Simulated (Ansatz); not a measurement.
An element in the fcc structure gives these cold pressures by all-electron LAPW under PBE (Ansatz 0.2.0, scalar-relativistic, no spin polarisation).

```tsv
V (Å³/atom)	P (GPa)
22.59	0.02
20.78	9.70
18.97	23.6
17.17	44.0
15.36	74.9
13.55	124.0
11.75	207.2
10.16	335.6
```

Question: Which element is it?

Answer: Hf. Its zero-pressure volume in this structure is near 22.6 Å³/atom; the volume and the steepness of P(V) together point to it, though neighbours can come close. Other candidates weren't computed, and some may come near.
